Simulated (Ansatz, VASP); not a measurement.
# Ge9H2 (armchair Ge ribbon N=9 H edges) in two plane-wave programs

Wanted: the spread between two codes on one cell, functional and k mesh. The structure shown is the start of the Ansatz relaxation below; VASP solves that cell, so the two are compared at the walk's first step.

Program: Ansatz 0.2.0. Level of theory: plane waves, with VASP 6.6.1 beside it; single point at PBE. Results are calculated unless marked as measured.

### 1. The structure

The cell holds 22 atoms: 18 Ge and 4 H. Cell: a = 25.966 Å, b = 7.670 Å, c = 7.080 Å, α = 90.0°, β = 90.0°, γ = 90.0°. Vacuum lies along a and b. The structure's axis is c.

### 2. Ansatz: relaxation, PBE

Ansatz runs on its default PAW (the set named soft_2) files.

The two programs are compared at the cell with which this relaxation starts, whose forces are those of its first step.

Contents of input.yaml:

```yaml
crystal:
  lattice:
    - [25.966, 0.0, 0.0]
    - [0.0, 7.67, 0.0]
    - [0.0, 0.0, 7.08]
  atoms:
    - { symbol: Ge, position: [0.185153599, 0.543676662, 0.0] }
    - { symbol: Ge, position: [0.342576379, 0.543676662, 0.0] }
    - { symbol: Ge, position: [0.499999159, 0.543676662, 0.0] }
    - { symbol: Ge, position: [0.657421939, 0.543676662, 0.0] }
    - { symbol: Ge, position: [0.814844719, 0.543676662, 0.0] }
    - { symbol: Ge, position: [0.185153599, 0.456323338, 0.333333333] }
    - { symbol: Ge, position: [0.342576379, 0.456323338, 0.333333333] }
    - { symbol: Ge, position: [0.499999159, 0.456323338, 0.333333333] }
    - { symbol: Ge, position: [0.657421939, 0.456323338, 0.333333333] }
    - { symbol: Ge, position: [0.814844719, 0.456323338, 0.333333333] }
    - { symbol: H, position: [0.134791651, 0.456323338, 0.439971751] }
    - { symbol: H, position: [0.865206668, 0.456323338, 0.439971751] }
    - { symbol: Ge, position: [0.263864989, 0.543676662, 0.5] }
    - { symbol: Ge, position: [0.421287769, 0.543676662, 0.5] }
    - { symbol: Ge, position: [0.578710549, 0.543676662, 0.5] }
    - { symbol: Ge, position: [0.736133329, 0.543676662, 0.5] }
    - { symbol: Ge, position: [0.263864989, 0.456323338, 0.833333333] }
    - { symbol: Ge, position: [0.421287769, 0.456323338, 0.833333333] }
    - { symbol: Ge, position: [0.578710549, 0.456323338, 0.833333333] }
    - { symbol: Ge, position: [0.736133329, 0.456323338, 0.833333333] }
    - { symbol: H, position: [0.134791651, 0.543676662, 0.893361582] }
    - { symbol: H, position: [0.865206668, 0.543676662, 0.893361582] }
kpoints:
  mp_grid: { grid: [1, 1, 12] }
scf:
  occupations: { method: fermi_dirac, width: 0.05 }
hamiltonian:
  xc: pbe
relax:
  cell: { fix: [a, b, alpha, beta, gamma] }
  max_steps: 45
  f_tol: 0.03
```

On the command line:

```bash
$ ansatz run input.yaml --threads 4 --pin off --max-ram 16384MiB --backend cpu --events-out ev --progress --plain --runs-dir out
```

Numbers of over 12 decimals in the logs are rounded to 6 here.

Log:

```text
Engine: ansatz 0.2.0, x86_64-unknown-linux-gnu
Pseudopotentials: kind: paw
Pseudopotential: Ge, paw, valence charge 14, recommended cutoff 420 eV (normal), Ge.paw.azcp
Pseudopotential: H, paw, valence charge 1, recommended cutoff 420 eV (normal), H.paw.azcp
Functional definition: PBE
  parameter kappa = 0.804
  parameter beta = 0.066725
  exchange = pbe_x(kappa = kappa, mu = beta*pi^2/3)
  correlation = pbe_c(beta = beta)
Crystal: 22 atoms, lattice volume = 1410.047 Å³
Basis set: ecut = 420 eV, 27541 PW (Γ), exchange–correlation on 360×108×96 points (8 copies of the dense FFT grid, shifted against one another)
Bands: 154, of which v1, the nominal top of the filled ones, is band 128 counted from 1 (127 counted from 0)
Symmetry: 4 space group operations
Space group: P2/m (ITA 10), of the structure as read, at distance tolerance 1.1e-4 Å
k-points: 7 of 12
Non-local potential: Ge, projectors of the file, l = 0: 2, l = 1: 2, l = 2: 3, l = 3: 1
Non-local potential: H, projectors of the file, l = 0: 2, l = 1: 1
PAW form: soft (Blöchl's): semilocal exchange-correlation on the pseudo side does not see the compensation charge
PAW one-centre angular grid: Ge, 590 points (default); XC on 64 Gauss nodes
PAW one-centre angular grid: H, 110 points (default); XC on 64 Gauss nodes
Initial density: superposition of atomic densities (neutral atoms: chi_scale 0, normalization atom), corrected by the library's trained network
Initial wavefunctions: pseudopotential atomic-orbital guess
Functional: x = pbe(κ = 0.804, μ = 0.219515), c = pbe(β = 0.066725)
SCF iter   1: F=—  HF=-77362.096204 eV  |F-HF|=—  |Δ(HF+E_count)|=         —  Δρ=1.59e-3  dr2=1.10e-1  ethr=1.77e-3  ⟨swp⟩=6.0  Hψ=3933  notcnv=0  defer=20
preconditioner: auto → Resta (q_TF=auto, 2.053 Å⁻¹)  ε∞=2.3  [insulator: Δε(μ)=0.294 eV  Ē_g=7.501 eV  σ=0.050 eV  W_gap=0.90  n_scr=216 (ndim 8)  ℏωp=8.6 eV  f_vac=0.583  D(μ)=0.35/eV (n_scr^D=0)  ε∞_Penn≈2.3  vacuum switching on, ρ_ref=4.1e-3 e/Å³]
SCF iter   2: F=—  HF=-77362.098536 eV  |F-HF|=—  |Δ(HF+E_count)|=   2.33e-3  Δρ=9.54e-4  dr2=1.47e-1  ethr=4.28e-5  ⟨swp⟩=3.0  Hψ=2232  notcnv=0  defer=92
SCF iter   3: F=—  HF=-77362.107118 eV  |F-HF|=—  |Δ(HF+E_count)|=   8.58e-3  Δρ=9.18e-4  dr2=1.67e-1  ethr=4.28e-5  ⟨swp⟩=2.1  Hψ=1220  notcnv=0  defer=92
SCF iter   4: F=—  HF=-77362.100026 eV  |F-HF|=—  |Δ(HF+E_count)|=   7.09e-3  Δρ=3.94e-4  dr2=4.22e-3  ethr=4.28e-5  ⟨swp⟩=1.3  Hψ=1248  notcnv=0  defer=92
SCF iter   5: F=—  HF=-77362.106858 eV  |F-HF|=—  |Δ(HF+E_count)|=   6.83e-3  Δρ=1.24e-4  dr2=3.13e-4  ethr=1.65e-6  ⟨swp⟩=2.0  Hψ=1309  notcnv=0  defer=92
SCF iter   6: F=—  HF=-77362.108027 eV  |F-HF|=—  |Δ(HF+E_count)|=   1.17e-3  Δρ=4.13e-5  dr2=5.45e-5  ethr=1.22e-7  ⟨swp⟩=2.0  Hψ=1876  notcnv=0  defer=92
SCF iter   7: F=—  HF=-77362.107975 eV  |F-HF|=—  |Δ(HF+E_count)|=   5.18e-5  Δρ=2.14e-5  dr2=2.04e-5  ethr=2.13e-8  ⟨swp⟩=2.0  Hψ=1904  notcnv=0  defer=92
SCF iter   8: F=—  HF=-77362.107988 eV  |F-HF|=—  |Δ(HF+E_count)|=   1.23e-5  Δρ=8.34e-6  dr2=1.45e-6  ethr=7.97e-9  ⟨swp⟩=2.0  Hψ=1201  notcnv=0  defer=92
SCF iter   9: F=—  HF=-77362.107989 eV  |F-HF|=—  |Δ(HF+E_count)|=   1.60e-6  Δρ=2.98e-6  dr2=2.65e-7  ethr=5.67e-10  ⟨swp⟩=2.0  Hψ=1880  notcnv=0  defer=92
SCF iter  10: F=-77362.107990 eV  HF=-77362.107990 eV  |F-HF|=1.91e-7  |Δ(HF+E_count)|=   3.31e-7  Δρ=9.50e-7  dr2=1.84e-8  ethr=3.91e-11  ⟨swp⟩=4.0  Hψ=3157  notcnv=0
SCF 1 converged in 10 iterations: F = -77362.107990 eV  dr2 = 1.84e-8
  greatest PAW one-centre occupation: 0.998 electrons in one spin orbital (limit 2), on the Ge atom at site 9 (counted from 0), in its partial waves of l = 2
relax step   1: F+E_penalty+E_count = -77362.10798978 eV  Δ(F+E_penalty+E_count) = +0.000e0 eV  max|allowed force component| = 1.212e0 eV/Å  Δτ_max = 0.0000 Å  P = -0.409 GPa  Ω = 1410.047 Å³  fix = [a, b, alpha, beta, gamma]  reactions: a -0.629, b +0.311 GPa; alpha -0.090 GPa/rad  (10 SCF iters, dr2 threshold 1.00e-7 eV, accepted)
[...]
relax step   6: F+E_penalty+E_count = -77362.63365204 eV  Δ(F+E_penalty+E_count) = -1.448e-3 eV  max|allowed force component| = 1.021e-2 eV/Å  Δτ_max = 0.0196 Å  P = +0.107 GPa  Ω = 1394.853 Å³  energy of the carried Pulay correction = +1.280e-3 eV  fix = [a, b, alpha, beta, gamma]  reactions: a +0.009, b +0.310 GPa; alpha -0.006 GPa/rad  (10 SCF iters, accepted)
[...]
relax step   7: F+E_penalty+E_count = -77362.63242918 eV  Δ(F+E_penalty+E_count) = +1.223e-3 eV  max|allowed force component| = 1.022e-2 eV/Å  Δτ_max = 0.0000 Å  P = +0.106 GPa  Ω = 1394.853 Å³  fix = [a, b, alpha, beta, gamma]  reactions: a +0.008, b +0.311 GPa; alpha -0.005 GPa/rad  stress off target by 6.16e-4 GPa on what of the cell is left free  SCF on the basis re-selected at this cell (its energy is not comparable with the rows above)  (6 SCF iters)
basis re-selected at this cell: Δ(F+E_penalty+E_count) = +1.223e-3 eV, ΔP = -0.001 GPa vs the last step (what re-selecting the basis moved, of the pressure what is left beyond the Pulay correction that the steps carried, after the strain that the cell walked since its last selection, with what the two solves' SCF thresholds leave and, on support functions, any second-order correction that the steps lacked; it is no m [...]
SCF converged after 6 iterations
Free energy (F): -77362.632429 eV
Harris-Foulkes:  -77362.632429 eV  (|F-HF|=2.04e-10)
Internal energy: -77362.629279 eV  (E = F + TS)
E sigma→0 (E₀):  -77362.630854 eV
Entropy (-TS):   -0.003150 eV (-0.143 meV/atom)
Fermi energy:    -0.664342 eV
--- Per-component energies (eV) ---
  E_band       = -4926.576980
  E_kinetic    = 2033.849732
  E_local      = -114313.911837  (includes V_loc(G=0)·N_el)
  E_nonlocal   = 7518.738433
  E_hartree    = 53307.444725
  E_xc         = -1379.648456
  E_vxc        = -1185.016704  (∫ρ·V_xc dr)
  E_paw        = -36337.381765  (= ΣΔE_a)
  E_vpaw       = -5595.126072  (= ΣTr[D̂ρ^β])
  E_aug_tail   = 0.000775  (compensation charges beyond the density's cutoff)
  E_ewald      = 11808.279113
  E_smearing   = -0.003150  (= −TS)
  E_closure    = 0.000000  (closes the sum)
  Σ components = -77362.632429   (vs F -77362.632429, Δ=0.00e0)
--- Forces (eV/Å), atoms counted from 1 ---
  atom   1  Ge     0.00995781    -0.00930101     0.00772866
  atom   2  Ge    -0.00195192     0.01021985     0.00369430
  atom   3  Ge    -0.00000000     0.00668503     0.00226355
  atom   4  Ge     0.00195192     0.01021985     0.00369430
  atom   5  Ge    -0.00995781    -0.00930101     0.00772866
  atom   6  Ge     0.00995781     0.00930101    -0.00772866
  atom   7  Ge    -0.00195192    -0.01021985    -0.00369430
  atom   8  Ge     0.00000000    -0.00668503    -0.00226355
  atom   9  Ge     0.00195192    -0.01021985    -0.00369430
  atom  10  Ge    -0.00995781     0.00930101    -0.00772866
  atom  11  H     -0.00743812     0.00215762     0.00066494
  atom  12  H      0.00743812     0.00215762     0.00066494
  atom  13  Ge    -0.00338945     0.00718426     0.00145355
  atom  14  Ge     0.00032987     0.00358610     0.00372808
  atom  15  Ge    -0.00032987     0.00358610     0.00372808
  atom  16  Ge     0.00338945     0.00718426     0.00145355
  atom  17  Ge    -0.00338945    -0.00718426    -0.00145355
  atom  18  Ge     0.00032987    -0.00358610    -0.00372808
  atom  19  Ge    -0.00032987    -0.00358610    -0.00372808
  atom  20  Ge     0.00338945    -0.00718426    -0.00145355
  atom  21  H     -0.00743812    -0.00215762    -0.00066494
  atom  22  H      0.00743812    -0.00215762    -0.00066494
  max |Σ_I F_I| component: 2.17e-18 eV/Å
--- Stress (GPa, compression-positive) ---
        0.008279      -0.000000       0.000000
       -0.000000       0.310772       0.005484
        0.000000       0.005484      -0.000616
  P = ⅓ Tr σ = 0.1061 GPa (1.061 kbar)
--- Relaxed structure (6 steps of the walk, 6 accepted, 1 SCFs on fresh bases) ---
  F+E_penalty+E_count = -77362.63242918 eV   max|allowed force component| = 1.022e-2 eV/Å   (the final SCF, on the basis selected at the relaxed cell)
  cell:  # Å, volume = 1394.8532 Å³
    - [25.966, 0, 0]
    - [0, 7.67, 0]
    - [0, 0, 7.003709]
  atoms:
    - { symbol: Ge, position: [0.191482, 0.546363, 0.00560567] }
    - { symbol: Ge, position: [0.344410, 0.542221, -0.00055542] }
    - { symbol: Ge, position: [0.500000, 0.543279, -0.00069526] }
    - { symbol: Ge, position: [0.655590, 0.542221, -0.00055542] }
    - { symbol: Ge, position: [0.808518, 0.546363, 0.00560567] }
    - { symbol: Ge, position: [0.191482, 0.453637, 0.327728] }
    - { symbol: Ge, position: [0.344410, 0.457779, 0.333889] }
    - { symbol: Ge, position: [0.500000, 0.456721, 0.334029] }
    - { symbol: Ge, position: [0.655590, 0.457779, 0.333889] }
    - { symbol: Ge, position: [0.808518, 0.453637, 0.327728] }
    - { symbol: H, position: [0.140923, 0.503997, 0.435530] }
    - { symbol: H, position: [0.859077, 0.503997, 0.435530] }
    - { symbol: Ge, position: [0.266884, 0.545119, 0.499695] }
    - { symbol: Ge, position: [0.422439, 0.545213, 0.500596] }
    - { symbol: Ge, position: [0.577561, 0.545213, 0.500596] }
    - { symbol: Ge, position: [0.733116, 0.545119, 0.499695] }
    - { symbol: Ge, position: [0.266884, 0.454881, 0.833638] }
    - { symbol: Ge, position: [0.422439, 0.454787, 0.832737] }
    - { symbol: Ge, position: [0.577561, 0.454787, 0.832737] }
    - { symbol: Ge, position: [0.733116, 0.454881, 0.833638] }
    - { symbol: H, position: [0.140923, 0.496003, 0.897804] }
    - { symbol: H, position: [0.859077, 0.496003, 0.897804] }
```

(Part 1 of 2 ends here.)

[Lines on the potential files, build, host, timing and source positions are cut from VASP's logs without a mark.]

[Logs are printed without paths, hosts, clocks, repeated set-up lines and the standing remarks that a program may print on its own settings, such as how far it seeks lower states.]

[Hosts, paths, dates, database ids (printed as entryN), source tags and the programs' standing remarks are cut or masked in the printed files.]
